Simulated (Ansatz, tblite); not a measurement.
## A script for SrCl₂ (GFN1-xTB)

These are simulated results from tblite 0.8.0, not measurements. The cell was built from a prototype and was relaxed with r2SCAN in plane waves (Ansatz 0.2.0). It may be hypothetical. It is a single sheet, repeated along a and b, with vacuum along c. All runs are without spin polarisation.

The sheet's in-plane cell has a = 4.187 Å, b = 4.187 Å (γ = 120.0°), and its outermost atoms lie 3.31 Å apart along the normal. Around Sr lie 6 Cl at 2.93 Å; around Cl lie 3 Sr at 2.93 Å.

tblite solves periodic systems at the zone centre alone, so the script builds a cluster of 3×3×1 conventional cells (27 atoms), which folds in a coarse mesh of k points.

run.py reads:

```python
import json
from ase import Atoms
from ase.build import make_supercell
from ase.units import Bohr, GPa, Hartree
from tblite.interface import Calculator

atoms = Atoms(['Sr', 'Cl', 'Cl'],
              cell=[[4.187113, -0.0, 0.0], [-2.093557, 3.626146, -0.0], [0.0, 0.0, 31.153391]],
              scaled_positions=[[0.333333, 0.666667, 0.288893], [0.666667, 0.333333, 0.341982], [0.666667, 0.333333, 0.235804]],
              pbc=True)
cluster = make_supercell(atoms, [[3, 0, 0], [0, 3, 0], [0, 0, 1]])
calc = Calculator('GFN1-xTB', cluster.numbers, cluster.positions / Bohr, lattice=cluster.cell[:] / Bohr, periodic=cluster.pbc)
calc.set('temperature', 0.02 / Hartree)
calc.set('max-iter', 150)
res = calc.singlepoint()
levels = res.get('orbital-energies') * Hartree
nv = round(res.get('orbital-occupations').sum() / 2)
cells = len(cluster) // len(atoms)
out = {'energy_per_cell': res.get('energy') * Hartree / cells, 'homo': levels[nv - 1], 'lumo': levels[nv],
       'stress': (-res.get('virial') * Hartree / cluster.get_volume() / GPa).tolist(), 'charges': res.get('charges')[:len(atoms)].tolist(), 'electrons': 2 * nv / cells}
json.dump(out, open('results.json', 'w'))
for key, value in out.items():
    print(key, value)
```

Command: `python run.py`. It took 1.1 s on 1 thread of Arm Neoverse V1 (shared host), peak memory 0.1 GiB.

The log:

```
------------------------------------------------------------
  cycle        total energy    energy error   density error
------------------------------------------------------------
      1     -83.07845879579  -8.3027313E+01   7.2260334E-01
      2     -78.89376060359   4.1846982E+00   4.3735957E-01
      3     -62.66891366810   1.6224847E+01   4.1414117E-01
      4     -79.58142325965  -1.6912510E+01   1.8840559E-01
      5     -79.74807286721  -1.6664961E-01   1.8396432E-01
      6     -73.24577750031   6.5022954E+00   2.7728638E-01
      7     -83.70009560302  -1.0454318E+01   4.2059634E-02
      8     -83.63923587407   6.0859729E-02   2.8179352E-02
      9     -83.70339256658  -6.4156693E-02   9.6332544E-03
     10     -83.68026219368   2.3130373E-02   1.6260221E-02
     11     -83.70583444268  -2.5572249E-02   2.9399992E-03
     12     -83.70631779291  -4.8335023E-04   2.9700749E-03
     13     -83.70725874913  -9.4095622E-04   6.6758615E-04
     14     -83.70731489919  -5.6150068E-05   4.6647180E-04
     15     -83.70733468818  -1.9788987E-05   1.2223878E-04
     16     -83.70733716706  -2.4788818E-06   3.0196063E-05
     17     -83.70733731043  -1.4336344E-07   5.6187100E-06
------------------------------------------------------------

 total:                                   0.505 sec
energy_per_cell -253.08807429176943
homo -6.1454366764096795
lumo -1.7613852578197162
stress [[-0.8341000099933141, -0.00021990345241512324, 2.7272702658196058e-15], [-0.00021990345241513457, -0.8343540000019513, 1.2783760121094342e-15], [2.7153791543072268e-15, 1.2898779951371278e-15, -0.5494128149476941]]
charges [0.9330394794225189, -0.4668887151605604, -0.4668887151605234]
electrons 16.0
```

The cycle table is in hartree for the whole cluster, and the lines after it are in eV (the energy for one cell). The printed stress is in GPa and positive in compression, and the pressure is its mean diagonal, here averaged over the vacuum too.

GFN1-xTB gives a gap of 4.38 eV. On the same cell, plane-wave PBE (Ansatz, 12×12×1 k points and the special points) gives a gap of 5.02 eV and r2SCAN a gap of 5.45 eV; on shared hosts these took about 25 and 63 core-seconds on the 3-atom cell, against 1.1 for the script. Semilocal gaps usually lie below measured ones. xTB was fitted to molecules, so gaps, charges and pressures of solids can be far off, and the gap also depends on the size of the cluster.

xTB was fitted mostly to molecules, and a small cluster samples few k points, so gaps, pressures and kinks along a curve can be far from a solid's.
